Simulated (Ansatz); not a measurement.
# InP (F-43m) in Ansatz: further runs

The runs below take InP through band structure, phonons, single point, equation of state, with PBE, PBEsol+D4.

All numbers are computed with Ansatz 0.2.0; they aren't measurements. Logs are shortened: lines on timing, memory, paths and dates and some standing lists are left out, and cuts for length are marked.

**The experiment to reproduce.**

A printed reference work, data compilation reports, for a bulk crystal of InP: band gap 1.4236 eV (direct) at 1.6 K; bulk modulus 71 GPa.

The runs below are set against these values where they give the same quantity.

## (1) The crystal as given

Symmetry: F-43m, No. 216, cubic system. The conventional cell has a = 5.861 Å, b = 5.861 Å, c = 5.861 Å, α = 90.00°, β = 90.00°, γ = 90.00°. Around In (site symmetry -43m) lie 4 P at 2.54 Å. P (site symmetry -43m) has 4 In at 2.54 Å as nearest neighbours.

## (2) Band structure, PBE

Input file input.yaml:

```yaml
crystal:
  lattice:
    - [0.0, 2.9305, 2.9305]
    - [2.9305, 0.0, 2.9305]
    - [2.9305, 2.9305, 0.0]
  atoms:
    - { symbol: In, position: [0.0, 0.0, 0.0] }
    - { symbol: P, position: [0.75, 0.75, 0.75] }
hamiltonian:
  xc: pbe
  pseudopotentials: { kind: paw }
kpoints:
  mp_grid: { grid: [8, 8, 8] }
  band_path:
    path:
      - [[0.0, 0.0, 0.0], [0.5, 0.0, 0.5], [0.5, 0.25, 0.75], [0.375, 0.375, 0.75], [0.0, 0.0, 0.0], [0.5, 0.5, 0.5], [0.625, 0.25, 0.625], [0.5, 0.25, 0.75], [0.5, 0.5, 0.5], [0.375, 0.375, 0.75]]
      - [[0.625, 0.25, 0.625], [0.5, 0.0, 0.5]]
    npoints: 14
scf:
  occupations: { method: fermi_dirac, width: 0.05 }
  n_extra_bands: 6
output:
  forces: true
  stress: true
  eigenvalues: true
  fatbands: true
```

Potentials or basis: Ansatz PAW.

Started as:

```console
ansatz run input.yaml --threads 2 --pin off --max-ram 5120MiB --backend cpu --events-out ev --progress --plain --runs-dir out
```

The log of the run:

```text
Warning: RAYON_NUM_THREADS=2 ignored (pool sized by the plan → 2); use --threads N
scf.n_extra_bands = 6 over 9 filled bands (N_el = 18.0): the run solves 15 bands
Engine: ansatz 0.2.0, aarch64-unknown-linux-gnu
Pseudopotentials: kind: paw
Pseudopotential: In, paw, valence charge 13, recommended cutoff 420 eV (normal), In.paw.azcp
Pseudopotential: P, paw, valence charge 5, recommended cutoff 420 eV (normal), P.paw.azcp
Functional definition: PBE
  parameter kappa = 0.804
  parameter beta = 0.06672455060314922
  exchange = pbe_x(kappa = kappa, mu = beta*pi^2/3)
  correlation = pbe_c(beta = beta)
Crystal: 2 atoms, lattice volume = 50.333 Å³
Basis set: ecut = 420 eV, 941 PW (Γ), exchange–correlation on 60×60×60 points (8 copies of the dense FFT grid, shifted against one another)
Bands: 15, of which v1, the nominal top of the filled ones, is band 9 counted from 1 (8 counted from 0)
Symmetry: 24 space group operations
Space group: F-43m (ITA 216), of the structure as read, at distance tolerance 3.7e-5 Å
k-points: 29 of 512 (time reversal used)
Non-local potential: In, projectors of the file, l = 0: 2, l = 1: 2, l = 2: 2, l = 3: 2
Non-local potential: P, projectors of the file, l = 0: 2, l = 1: 2, l = 2: 2
PAW form: soft (Blöchl's): semilocal exchange-correlation on the pseudo side does not see the compensation charge
PAW one-centre angular grid: In, 590 points (default); XC on 64 Gauss nodes
PAW one-centre angular grid: P, 110 points (default); XC on 64 Gauss nodes
Initial density: superposition of atomic densities (neutral atoms: chi_scale 0, normalization atom), corrected by the library's trained network
Initial wavefunctions: pseudopotential atomic-orbital guess
Functional: x = pbe(κ = 0.804, μ = 0.2195149727645171), c = pbe(β = 0.06672455060314922)
SCF iter   1: F=—  HF=-6353.983036 eV  |F-HF|=—  |Δ(HF+E_count)|=         —  Δρ=2.11e-3  dr2=4.45e-3  ethr=1.77e-3  ⟨swp⟩=6.3  Hψ=2790  notcnv=0
preconditioner: auto → none  [insulator: Δε(μ)=0.702 eV  Ē_g=16.286 eV  σ=0.050 eV  W_gap=1.00  n_scr=14 (ndim 8)  ℏωp=22.2 eV  f_vac=0.021  D(μ)=0.00/eV (n_scr^D=0)  ε∞_Penn≈2.9]
SCF iter   2: F=—  HF=-6353.981349 eV  |F-HF|=—  |Δ(HF+E_count)|=   1.69e-3  Δρ=1.51e-3  dr2=1.14e-3  ethr=2.47e-5  ⟨swp⟩=2.0  Hψ=1039  notcnv=0  defer=32
SCF iter   3: F=—  HF=-6353.980975 eV  |F-HF|=—  |Δ(HF+E_count)|=   3.73e-4  Δρ=4.94e-4  dr2=1.14e-4  ethr=6.35e-6  ⟨swp⟩=2.2  Hψ=655  notcnv=0  defer=32
SCF iter   4: F=—  HF=-6353.981015 eV  |F-HF|=—  |Δ(HF+E_count)|=   3.95e-5  Δρ=2.29e-4  dr2=1.99e-5  ethr=6.34e-7  ⟨swp⟩=2.0  Hψ=654  notcnv=0  defer=32
SCF iter   5: F=—  HF=-6353.981007 eV  |F-HF|=—  |Δ(HF+E_count)|=   7.79e-6  Δρ=3.62e-5  dr2=1.15e-6  ethr=1.10e-7  ⟨swp⟩=2.0  Hψ=651  notcnv=0  defer=32
SCF iter   6: F=—  HF=-6353.981008 eV  |F-HF|=—  |Δ(HF+E_count)|=   4.80e-7  Δρ=1.66e-5  dr2=1.10e-7  ethr=6.38e-9  ⟨swp⟩=2.0  Hψ=519  notcnv=0  defer=32
SCF iter   7: F=-6353.981008 eV  HF=-6353.981008 eV  |F-HF|=6.37e-12  |Δ(HF+E_count)|=   2.15e-8  Δρ=6.25e-7  dr2=2.23e-10  ethr=5.56e-10  ⟨swp⟩=9.4  Hψ=2248  notcnv=0
SCF 1 converged in 7 iterations: F = -6353.981008 eV  dr2 = 2.23e-10
NSCF: frozen V_eff on 142 k-points
SCF converged after 7 iterations
Free energy (F): -6353.981008 eV
Harris-Foulkes:  -6353.981008 eV  (|F-HF|=6.37e-12)
Internal energy: -6353.981003 eV  (E = F + TS)
E sigma→0 (E₀):  -6353.981005 eV
Entropy (-TS):   -0.000005 eV (-0.002 meV/atom)
Fermi energy:    7.385316 eV
--- Per-component energies (eV) ---
  E_band       = -52.086719
  E_kinetic    = 313.783773
  E_local      = -1398.250138  (includes V_loc(G=0)·N_el)
  E_nonlocal   = 401.495951
  E_hartree    = 551.619395
  E_xc         = -276.703170
  E_vxc        = -160.008725  (∫ρ·V_xc dr)
  E_paw        = -4725.218558  (= ΣΔE_a)
  E_vpaw       = -312.346434  (= ΣTr[D̂ρ^β])
  E_aug_tail   = 0.000030  (compensation charges beyond the density's cutoff)
  E_ewald      = -1220.708286
  E_smearing   = -0.000005  (= −TS)
  E_closure    = -0.000000  (closes the sum)
  Σ components = -6353.981008   (vs F -6353.981008, Δ=0.00e0)
--- Forces (eV/Å), atoms counted from 1 ---
  atom   1  In    -0.00000000    -0.00000000     0.00000000
  atom   2  P      0.00000000    -0.00000000    -0.00000000
  max |Σ_I F_I| component: 9.25e-17 eV/Å
--- Stress (GPa, compression-positive) ---
        3.336012       0.000000       0.000000
        0.000000       3.336012       0.000000
       -0.000000       0.000000       3.336012
  P = ⅓ Tr σ = 3.3360 GPa (33.360 kbar)
--- Band table (eV; the first three rows and the last of 29) ---
  k-point 0: bands = ["-7.1906", "-7.1906", "-7.1906", "-7.0384", "-7.0384", "-4.5205", "6.9963", "6.9963", "6.9963", "7.7117", "11.0858", "11.0858", "11.0858", "15.5825", "16.4075"]
  k-point 1: bands = ["-7.2096", "-7.1831", "-7.1831", "-7.0383", "-7.0383", "-4.3420", "5.4592", "6.8104", "6.8104", "8.6536", "11.2395", "11.3627", "11.3627", "15.7828", "15.7828"]
  k-point 2: bands = ["-7.2530", "-7.1673", "-7.1673", "-7.0357", "-7.0357", "-3.8434", "3.5579", "6.4394", "6.4394", "8.7951", "11.7856", "11.7856", "12.3170", "15.5634", "15.5634"]
  k-point 28: bands = ["-7.3428", "-7.1305", "-7.0945", "-7.0589", "-7.0233", "-2.0635", "1.3992", "4.0454", "4.0867", "11.2875", "11.3769", "12.5666", "13.2012", "17.1854", "18.2329"]
```

bands.tsv:

```text
# k_distance	band_0	band_1	band_2	band_3	band_4	band_5	band_6	band_7	band_8	band_9	band_10	band_11	band_12	band_13	band_14
# fermi_ev = 7.385316
# lock_threshold_ev = 1e-12
[... 156 lines left out ...]
6.800373	-14.759953	-14.476700	-14.471885	-14.470159	-14.389412	-9.523557	-6.129602	-2.803805	-2.690350	1.460060	1.976987	8.569860	8.959670	9.269430	10.407353
6.827445	-14.760832	-14.475791	-14.471498	-14.470734	-14.388969	-9.525800	-6.133768	-2.752148	-2.700534	1.416683	1.921995	8.690630	9.082711	9.249679	10.368513
6.854518	-14.761366	-14.475246	-14.471266	-14.471076	-14.388702	-9.527214	-6.136293	-2.719746	-2.706655	1.386996	1.891251	8.782981	9.167610	9.216428	10.330131
6.881591	-14.761545	-14.475065	-14.471189	-14.471189	-14.388613	-9.527696	-6.137139	-2.708697	-2.708697	1.376442	1.881413	8.820339	9.198457	9.198457	10.313996
```

fatbands.tsv:

```text
# ik	k_distance	band	e_minus_ef	in0_l0_5S	in0_l1_5P	in0_l2_4D	p1_l0_3S	p1_l1_3P
# fermi_ev = 7.385316
# lock_threshold_ev = 1e-12
# [0, 0, 0] at k_distance = 0.000000
# [0.5, 0, 0.5] at k_distance = 1.072033
# [0.5, 0.25, 0.75] at k_distance = 1.608049
# [0.375, 0.375, 0.75] at k_distance = 1.987070
# [0, 0, 0] at k_distance = 3.124133
# [0.5, 0.5, 0.5] at k_distance = 4.052541
# [0.625, 0.25, 0.625] at k_distance = 4.709024
# [0.5, 0.25, 0.75] at k_distance = 5.088045
# [0.5, 0.5, 0.5] at k_distance = 5.846087
# [0.375, 0.375, 0.75] at k_distance = 6.502570
# [0.625, 0.25, 0.625] at k_distance = 6.502570
# [0.5, 0, 0.5] at k_distance = 6.881591
# jumps = 127
# n_points = 142
0	0.000000	0	-14.575930	0.000000	0.000132	0.979404	0.000000	0.020231
0	0.000000	1	-14.575930	0.000000	0.000132	0.979404	0.000000	0.020231
0	0.000000	2	-14.575930	0.000000	0.000132	0.979404	0.000000	0.020231
0	0.000000	3	-14.423688	0.000000	0.000000	0.999596	0.000000	0.000000
0	0.000000	4	-14.423688	0.000000	0.000000	0.999596	0.000000	0.000000
0	0.000000	5	-11.905801	0.430433	0.000000	0.000000	0.564832	0.000000
[... 2123 lines left out ...]
141	6.881591	13	9.198457	0.000000	0.628031	0.000803	0.000000	0.262821
141	6.881591	14	10.313996	0.000000	0.000000	0.000000	0.000000	0.000000
```

Wall time 4.8 s (2 threads of Arm Neoverse V1, shared host); peak memory 0.32 GiB.

What came out:

```
Free energy             : -6353.9810 eV
Pressure                : 3.3 GPa
Band gap on the k mesh  : 0.72 eV, direct
Band gap along the path : 0.72 eV, direct
```

Levels at the corners of the path, in eV from the valence-band top:
```
point  band 5  band 6  band 7  band 8  band 9  band 10  band 11  band 12  band 13  band 14
    Γ  -14.03  -11.52    0.00    0.00    0.00     0.72     4.09     4.09     4.09     8.59
    X  -14.00   -9.14   -5.75   -2.32   -2.32     1.77     2.27     9.21     9.59     9.59
    W  -14.02   -9.06   -5.60   -2.95   -2.91     4.29     4.38     5.57     6.20    10.19
    K  -14.01   -9.15   -5.60   -3.30   -1.94     2.36     4.39     7.50     7.53     8.26
    Γ  -14.03  -11.52    0.00    0.00    0.00     0.72     4.09     4.09     4.09     8.59
    L  -14.02   -9.79   -5.73   -0.97   -0.97     1.50     4.81     4.81     7.11     9.48
    U  -14.01   -9.15   -5.60   -3.30   -1.94     2.36     4.39     7.50     7.53     8.26
    W  -14.02   -9.06   -5.60   -2.95   -2.91     4.29     4.38     5.57     6.20    10.19
    L  -14.02   -9.79   -5.73   -0.97   -0.97     1.50     4.81     4.81     7.11     9.48
    K  -14.01   -9.15   -5.60   -3.30   -1.94     2.36     4.39     7.50     7.53     8.26
    U  -14.01   -9.15   -5.60   -3.30   -1.94     2.36     4.39     7.50     7.53     8.26
    X  -14.00   -9.14   -5.75   -2.32   -2.32     1.77     2.27     9.21     9.59     9.59
```

Caveat: spin-orbit coupling is left out, which moves the levels of the heavy elements.

(Part 1 of 2 ends here.)
